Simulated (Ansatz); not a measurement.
Crystal: LiH.

```
Li H
1.0
     0.00000    2.03675    2.03675
     2.03675    0.00000    2.03675
     2.03675    2.03675    0.00000
Li H
1 1
Direct
  0.00000 0.00000 0.00000
  0.50000 0.50000 0.50000
```

Program: Ansatz 0.2.0. Alike in all runs: cell as given.

Question: Order these runs on this cell by their band gap on the k mesh, lowest first.
A. level HSE03; potentials or basis Ansatz PAW; spin off; k mesh 7 × 7 × 7; cutoff (eV) 420; smearing cold 0.01 eV; other keys scf.n_extra_bands = 4
B. level r2SCAN; potentials or basis Ansatz PAW earlier set; spin non-collinear, ferromagnetic start; k mesh 11 × 11 × 11; cutoff (eV) 1000; smearing fermi-dirac 0.05 eV; broadening 0.2 eV
C. level RPBE+D3(BJ)-ATM; potentials or basis JTH PAW; spin off; k mesh 16 × 16 × 16; cutoff (eV) 1170; smearing cold 0.01 eV; other keys kpoints.mp_grid.grid = 16 × 16 × 16; scf.occupations.method = cold; …

Answer: C (3.17 eV), B (3.85 eV), A (4.30 eV).

Caveats: odd divisions of the mesh miss points on the zone boundary, where band edges often lie, so the gap on the mesh can be too wide (some runs); the starting moments weren't kept (some runs).

A k mesh can miss the band edges, odd and even meshes differently.
